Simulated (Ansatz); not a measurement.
# Ta: stress in a strained cell

Ta is deformed so: equal xx and yy strain of +1 %. What stress and forces result, by LAPW, PAW and all-electron datasets made for the crystal?

Method: DFT PBE, scalar-relativistic, in Ansatz 0.2.0.

## 1. The starting structure

It takes space group Im-3m (No. 229, cubic). Conventional cell: a = 3.303 Å, b = 3.303 Å, c = 3.303 Å, α = 90.00°, β = 90.00°, γ = 90.00°. Ta (site symmetry m-3m) has 8 Ta at 2.86 Å as nearest neighbours.

Coordinates:

```cif
data_structure
_symmetry_space_group_name_H-M 'P 1'
_symmetry_Int_Tables_number 1
_cell_length_a 2.8601
_cell_length_b 2.8601
_cell_length_c 2.8601
_cell_angle_alpha 109.471
_cell_angle_beta 109.471
_cell_angle_gamma 109.471
_cell_volume 18.01
loop_
_atom_site_label
_atom_site_type_symbol
_atom_site_fract_x
_atom_site_fract_y
_atom_site_fract_z
_atom_site_occupancy
Ta1 Ta 0.00000 0.00000 0.00000 1
```

## 2. After the deformation

Space group Im-3m before, I4/mmm after.

## 3. All-electron LAPW

Input file input.yaml:

```yaml
crystal:
  lattice:
    - [-1.6677928, 1.6677928, 1.65128]
    - [1.6677928, -1.6677928, 1.65128]
    - [1.6677928, 1.6677928, -1.65128]
  atoms:
    - { symbol: Ta, position: [0.0, 0.0, 0.0] }
kpoints:
  mp_grid: { grid: [17, 17, 17] }
  band_path:
    path:
      - [0.0, 0.0, 0.0]
      - [0.0, 0.0, 0.5]
      - [-0.5, 0.5, 0.5]
      - [0.0, 0.0, 0.0]
      - [0.4950740124, 0.4950740124, -0.4950740124]
      - [-0.4950740124, 0.5049259876, 0.4950740124]
      - [-0.5, 0.5, 0.5]
      - [0.0, 0.0, 0.5]
      - [0.25, 0.25, 0.25]
    npoints: 5
scf:
  occupations: { method: fermi_dirac, width: 0.08 }
hamiltonian:
  xc: pbe
  pseudopotentials: { kind: all_electron, lapw: { basis_error: 0.0005 } }
output:
  forces: true
  stress: true
  eigenvalues: true
```

On the command line:

```sh
$ ansatz run input.yaml --threads 1 --pin off --max-ram 3072MiB --backend cpu --events-out ev --progress --plain --runs-dir out
```

## 4. Frozen-core PAW

Input file input.yaml:

```yaml
crystal:
  lattice:
    - [-1.6677928, 1.6677928, 1.65128]
    - [1.6677928, -1.6677928, 1.65128]
    - [1.6677928, 1.6677928, -1.65128]
  atoms:
    - { symbol: Ta, position: [0.0, 0.0, 0.0] }
kpoints:
  mp_grid: { grid: [17, 17, 17] }
scf:
  occupations: { method: fermi_dirac, width: 0.08 }
hamiltonian:
  xc: pbe
  pseudopotentials: { kind: paw }
output:
  forces: true
  stress: true
  eigenvalues: true
  efg: { contact_densities: true }
```

## 5. Datasets made for this crystal

input.yaml, as its differences from that of step 4:

```diff
@@ -13,3 +13,3 @@
   xc: pbe
-  pseudopotentials: { kind: paw }
+  pseudopotentials: { kind: all_electron, datasets: crystal }
 output:
```

(Steps that only read results are left out.)

**Question.** What will these runs give? Wanted: pressure; largest shear or deviatoric stress.

As calculated:

```
                                 quantity                                              value
                                 pressure  LAPW -0.87, PAW -0.84, crystal datasets -0.87 GPa
largest shear or deviatoric stress (LAPW)                                           0.63 GPa
```

The largest part of the stress beyond the pressure is 0.63 GPa in size, in the zz component. No run of the undeformed cell stands beside it, so the pressure holds what the given cell had before the change. PAW: stress within 0.03 GPa of LAPW. Crystal datasets: stress within 0.01 GPa of LAPW. Spin-orbit coupling is left out, though the cell holds Ta; in elements this heavy it can shift bands and gaps by tenths of an eV.
